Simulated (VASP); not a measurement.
# TePb (Fm-3m) in VASP: a series of runs

Runs on TePb. Level: PBE+D3(BJ). Tasks: relaxation of the atoms.

All numbers are computed with VASP 6.6.1; they aren't measurements. Logs are shortened: lines on timing, memory, paths and dates and some standing lists are left out, and cuts for length are marked.

**1. The undisturbed crystal**

Symmetry: Fm-3m, No. 225, cubic system. The conventional cell has a = 6.462 Å, b = 6.462 Å, c = 6.462 Å, α = 90.00°, β = 90.00°, γ = 90.00°. Te (site symmetry m-3m) has 6 Pb at 3.23 Å as nearest neighbours. Around Pb (site symmetry m-3m) lie 6 Te at 3.23 Å.

**2. Relaxation of the atoms, PBE+D3(BJ) (a relaxed cell with its volume scaled by 1.04)**

INCAR reads:

```
PREC = Accurate
ENCUT = 600
EDIFF = 1E-7
ISMEAR = 0
SIGMA = 0.03
LREAL = F
LASPH = T
NELM = 80
ALGO = Normal
ISIF = 2
LWAVE = F
LCHARG = F
GGA = PE
IVDW = 12
IBRION = 2
NSW = 40
EDIFFG = -0.01
```

KPOINTS reads:

```
regular mesh
0
Gamma
  8 8 8
```

POSCAR reads:

```
TePb                                    
1.0
    0.0000000000      3.2775724755      3.2775724755
    3.2775724755      0.0000000000      3.2775724755
    3.2775724755      3.2775724755      0.0000000000
  Te              Pb            
     1     1
Direct
     0.5000000000000000    0.5000000000000000    0.5000000000000000
     0.0000000000000000    0.0000000000000000    0.0000000000000000
```

Potentials or basis: VASP PAW PBE potentials, release 64 (Te, Pb_d).

On the command line:

```
$ cat potpaw_PBE.64/Te/POTCAR potpaw_PBE.64/Pb_d/POTCAR > POTCAR
$ mpirun -np 1 vasp_std > vasp.out
```

OUTCAR:

```text
PREC = Accurate
   ENCUT = 600
   EDIFF = 1E-7
   ISMEAR = 0
   LREAL = F
   LASPH = T
   NELM = 80
   ISIF = 2
   GGA = PE
   IVDW = 12
   IBRION = 2
   NSW = 40
   EDIFFG = -0.01
 IVDW          = 12

 ion  position               nearest neighbor table
   1  0.500  0.500  0.500-   2 3.28   2 3.28   2 3.28   2 3.28   2 3.28   2 3.28
   2  0.000  0.000  0.000-   1 3.28   1 3.28   1 3.28   1 3.28   1 3.28   1 3.28

  LATTYP: Found a face centered cubic cell.
 ALAT       =     6.5551449510

  Lattice vectors:

 A1 = (   0.0000000000,   3.2775724755,   3.2775724755)
 A2 = (   3.2775724755,   0.0000000000,   3.2775724755)
 A3 = (   3.2775724755,   3.2775724755,   0.0000000000)

Analysis of symmetry for initial positions (statically):
=====================================================================
 Subroutine PRICEL returns:
 Original cell was already a primitive cell.

 Routine SETGRP: Setting up the symmetry group for a
 face centered cubic supercell.

 Subroutine GETGRP returns: Found 48 space group operations
 (whereof 48 operations were pure point group operations)
 out of a pool of 48 trial point group operations.

The static configuration has the point symmetry O_h .

Analysis of symmetry for dynamics (positions and initial velocities):
=====================================================================
 Subroutine PRICEL returns:
 Original cell was already a primitive cell.

 Routine SETGRP: Setting up the symmetry group for a
 face centered cubic supercell.

 Subroutine GETGRP returns: Found 48 space group operations
 (whereof 48 operations were pure point group operations)
 out of a pool of 48 trial point group operations.

The dynamic configuration has the point symmetry O_h .

 Subroutine INISYM returns: Found 48 space group operations
 (whereof 48 operations are pure point group operations),
 and found     1 'primitive' translations

----------------------------------------------------------------------------------------

                                     Primitive cell

  volume of cell :      70.4185

  direct lattice vectors                    reciprocal lattice vectors
     0.000000000  3.277572475  3.277572475    -0.152551928  0.152551928  0.152551928
     3.277572475  0.000000000  3.277572475     0.152551928 -0.152551928  0.152551928
     3.277572475  3.277572475  0.000000000     0.152551928  0.152551928 -0.152551928

  length of vectors
     4.635187447  4.635187447  4.635187447     0.264227690  0.264227690  0.264227690

  position of ions in fractional coordinates (direct lattice)
     0.500000000  0.500000000  0.500000000
     0.000000000  0.000000000  0.000000000

  ion indices of the primitive-cell ions
   primitive index   ion index
                 1           1
                 2           2

----------------------------------------------------------------------------------------

 KPOINTS: regular mesh

Automatic generation of k-mesh.
 Grid dimensions read from file:
 generate k-points for:    8    8    8

 Generating k-lattice:

  Cartesian coordinates                     Fractional coordinates (reciprocal lattice)
    -0.019068991  0.019068991  0.019068991     0.125000000  0.000000000  0.000000000
     0.019068991 -0.019068991  0.019068991     0.000000000  0.125000000  0.000000000
     0.019068991  0.019068991 -0.019068991     0.000000000  0.000000000  0.125000000

  Length of vectors
     0.033028461  0.033028461  0.033028461

  Shift w.r.t. Gamma in fractional coordinates (k-lattice)
     0.000000000  0.000000000  0.000000000

 Subroutine IBZKPT returns following result:
 ===========================================

 Found     29 irreducible k-points:

 Following reciprocal coordinates:
            Coordinates               Weight
  0.000000  0.000000  0.000000      1.000000
  0.125000  0.000000  0.000000      8.000000
  0.250000  0.000000  0.000000      8.000000
  0.375000  0.000000  0.000000      8.000000
  0.500000  0.000000  0.000000      4.000000
  0.125000  0.125000  0.000000      6.000000
[... 16 lines left out ...]
  0.500000  0.250000  0.125000     48.000000
 -0.375000  0.250000  0.125000     24.000000
 [... further k-points ...]
   k-points           NKPTS =     29   k-points in BZ     NKDIM =     29   number of bands    NBANDS=     14
   number of dos      NEDOS =    301   number of ions     NIONS =      2
   total plane-waves  NPLWV =  64000
   dimension x,y,z NGX =    40 NGY =   40 NGZ =   40
   dimension x,y,z NGXF=    80 NGYF=   80 NGZF=   80
   ions per type =               1   1
   NGX,Y,Z   is equivalent  to a cutoff of  14.35, 14.35, 14.35 a.u.
   NGXF,Y,Z  is equivalent  to a cutoff of  28.69, 28.69, 28.69 a.u.
 SYSTEM =  unknown system
   PREC   = accura    normal or accurate (medium, high low for compatibility)
   ISTART =      0    job   : 0-new  1-cont  2-samecut
   ICHARG =      2    charge: 1-file 2-atom 10-const
   ISPIN  =      1    spin polarized calculation?
   LNONCOLLINEAR =      F non collinear calculations
   LSORBIT =      F    spin-orbit coupling
   LASPH  =      T    aspherical Exc in radial PAW
   ENCUT  =  600.0 eV  44.10 Ry    6.64 a.u.   9.26  9.26  9.26*2*pi/ulx,y,z
   NELM   =     80;   NELMIN=  2; NELMDL= -5     # of ELM steps
   EDIFF  = 0.1E-06   stopping-criterion for ELM
   LREAL  =      F    real-space projection
   EDIFFG = -.1E-01   stopping-criterion for IOM
   NSW    =     40    number of steps for IOM
   IBRION =      2    ionic relax: 0-MD 1-quasi-New 2-CG
   NFREE  =      1    steps in history (QN), initial steepest desc. (CG)
   ISIF   =      2    stress and relaxation
   ISYM   =      2    0-nonsym 1-usesym 2-fastsym
   POTIM  = 0.5000    time-step for ionic-motion
   TEBEG  =    0.0;   TEEND  =   0.0 temperature during run
   PSTRESS=    0.0 pullay stress
   NELECT =      20.0000    total number of electrons
   NUPDOWN=      -1.0000    fix difference up-down
   EMIN   =  10.00;   EMAX   =-10.00  energy-range for DOS
   EFERMI =   0.00;   METHOD = LEGACY
   ISMEAR =     0;   SIGMA  =   0.03  broadening in eV -4-tet -1-fermi 0-gaus
   EFERMI_NEDOS =   21; number of points for ismear=-14 and -15
   IALGO  =     38    algorithm
   IMIX   =      4    mixing-type and parameters
     AMIX     =   0.40;   BMIX     =  1.00
     AMIX_MAG =   1.60;   BMIX_MAG =  1.00
  volume/ion in A,a.u.               =      35.21       237.60
  Fermi-wavevector in a.u.,A,eV,Ry     =   1.076108  2.033549 15.755661  1.158008
  Thomas-Fermi vector in A             =   2.211983
   LORBIT       =      0    0 simple, 1 ext, 2 COOP (PROOUT), +10 PAW based schemes
   GGA     = PE    functional components
   LHFCALC =     F    Hartree Fock is set to
   AEXX    =    0.0000 exact exchange contribution
   IVDW    =    12    specifies the selected vdW correction
   LEPSILON=     F    determine dielectric tensor
   LRPA    =     F    only Hartree local field effects (RPA)
 conjugate gradient relaxation of ions
 non-spin polarized calculation
 Gauss-broadening in eV      SIGMA  =   0.03
  energy-cutoff  :      600.00
  volume of cell :       70.42
 maximum number of plane-waves:      2397
 NGX is ok and might be reduce to    40
   NGX = 19   NGY = 19   NGZ = 19

 number of electron      20.0000001 magnetization

 Free energy of the ion-electron system (eV)
  ---------------------------------------------------
  ext. energy  EPLUGINS =         0.00000000
  ---------------------------------------------------
  free energy    TOTEN  =        -7.52263643 eV

  energy without entropy =       -7.52263643  energy(sigma->0) =       -7.52263643

 E-fermi :   5.2276     XC(G=0):  -9.1081

 val. band max:        5.0751455057   @ k =   0.5000   0.0000   0.0000
 cond. band min:       5.8956385297   @ k =   0.5000   0.0000   0.0000
 fundamental gap:      0.8204930239
 Fermi energy:         5.2276094702

 k-point     1 :       0.0000    0.0000    0.0000
  band No.  band energies     occupation
      1     -11.5769      2.00000
      2     -11.5769      2.00000
      3     -11.5708      2.00000
      4     -11.5708      2.00000
      5     -11.5708      2.00000
      6      -6.5898      2.00000
      7      -0.6203      2.00000
      8       3.8958      2.00000
      9       3.8958      2.00000
     10       3.8958      2.00000
     11       9.1087      0.00000
     12       9.1087      0.00000
     13       9.1087      0.00000
     14      10.9751      0.00000

 k-point     2 :       0.1250    0.0000    0.0000
  band No.  band energies     occupation
      1     -11.5783      2.00000
      2     -11.5783      2.00000
      3     -11.5704      2.00000
      4     -11.5690      2.00000
      5     -11.5690      2.00000
      6      -6.4640      2.00000
      7      -0.9969      2.00000
      8       3.9336      2.00000
      9       3.9336      2.00000
     10       4.0946      2.00000
     11       8.3670      0.00000
     12       8.5520      0.00000
     13       8.5520      0.00000
     14      10.8262      0.00000

 k-point     3 :       0.2500    0.0000    0.0000
  band No.  band energies     occupation
      1     -11.5826      2.00000
      2     -11.5826      2.00000
      3     -11.5696      2.00000
      4     -11.5638      2.00000
      5     -11.5638      2.00000
      6      -6.1034      2.00000
      7      -1.8670      2.00000
      8       4.0504      2.00000
      9       4.0504      2.00000
     10       4.4815      2.00000
     11       7.2264      0.00000
     12       7.5771      0.00000
     13       7.5771      0.00000
     14      11.1176      0.00000
[... 324 lines left out ...]
 k-point    23 :       0.5000    0.2500    0.1250
  band No.  band energies     occupation
      1     -11.5984      2.00000
      2     -11.5812      2.00000
      3     -11.5685      2.00000
      4     -11.5592      2.00000
      5     -11.5560      2.00000
      6      -5.3600      2.00000
      7      -2.7239      2.00000
      8       2.5128      2.00000
      9       3.1477      2.00000
     10       4.4616      2.00000
     11       6.8505      0.00000
     12       8.1273      0.00000
     13       9.3111      0.00000
     14      10.9434      0.00000

 k-point    24 :      -0.3750    0.2500    0.1250
  band No.  band energies     occupation
      1     -11.5997      2.00000
      2     -11.5830      2.00000
      3     -11.5654      2.00000
      4     -11.5608      2.00000
      5     -11.5541      2.00000
      6      -5.0980      2.00000
      7      -3.0527      2.00000
      8       2.5454      2.00000
      9       2.7329      2.00000
     10       4.6916      2.00000
     11       6.4882      0.00000
     12       8.6107      0.00000
     13       9.0225      0.00000
     14      11.9580      0.00000

 [... further k-points ...]

------------------------ aborting loop because EDIFF is reached ----------------------------------------

 Edisp (eV)   -0.77022

 E8    (eV) :    -0.3732

  FORCE on cell =-STRESS in cart. coord.  units (eV):
  Direction    XX          YY          ZZ          XY          YZ          ZX
  --------------------------------------------------------------------------------------
  -------------------------------------------------------------------------------------
  Total      -0.63910    -0.63910    -0.63910    -0.00000    -0.00000     0.00000
  in kB     -14.54087   -14.54087   -14.54087    -0.00000    -0.00000     0.00000
  external pressure =      -14.54 kB  Pullay stress =        0.00 kB

 VOLUME and BASIS-vectors are now :
 -----------------------------------------------------------------------------
  energy-cutoff  :      600.00
  volume of cell :       70.42
      direct lattice vectors                 reciprocal lattice vectors
     0.000000000  3.277572475  3.277572475    -0.152551928  0.152551928  0.152551928
     3.277572475  0.000000000  3.277572475     0.152551928 -0.152551928  0.152551928
     3.277572475  3.277572475  0.000000000     0.152551928  0.152551928 -0.152551928

 POSITION                                       TOTAL-FORCE (eV/Angst)
 -----------------------------------------------------------------------------------
      3.27757      3.27757      3.27757         0.000000      0.000000      0.000000
      0.00000      0.00000      0.00000        -0.000000      0.000000     -0.000000
 -----------------------------------------------------------------------------------
    total drift:                                0.000000     -0.000000     -0.000000

  FREE ENERGIE OF THE ION-ELECTRON SYSTEM (eV)
  ---------------------------------------------------
  free  energy   TOTEN  =        -8.2928541559 eV

  energy  without entropy=       -8.2928541559  energy(sigma->0) =       -8.29285416

 reached required accuracy - stopping structural energy minimisation
```

Run time: 19 s. Hardware: 1 thread of Intel Xeon 6975P-C (Granite Rapids), shared host; peak memory 0.26 GiB.

What came out:

* Free energy: -8.2929 eV
* Pressure after relaxing: -1.5 GPa
* Band gap on the k mesh: 0.82 eV, direct
* Dispersion energy per atom: -0.385 eV

Final structure:
```
Te Pb
1.0
     0.00000    3.27757    3.27757
     3.27757    0.00000    3.27757
     3.27757    3.27757    0.00000
Te Pb
1 1
Direct
  0.50000 0.50000 0.50000
  0.00000 0.00000 0.00000
```

Caveat: the relaxation stopped at its first step, so nothing moved; spin-orbit coupling is left out, which as a rule narrows the gap of such compounds by several tenths of an eV.

[end of part 1 of 2]
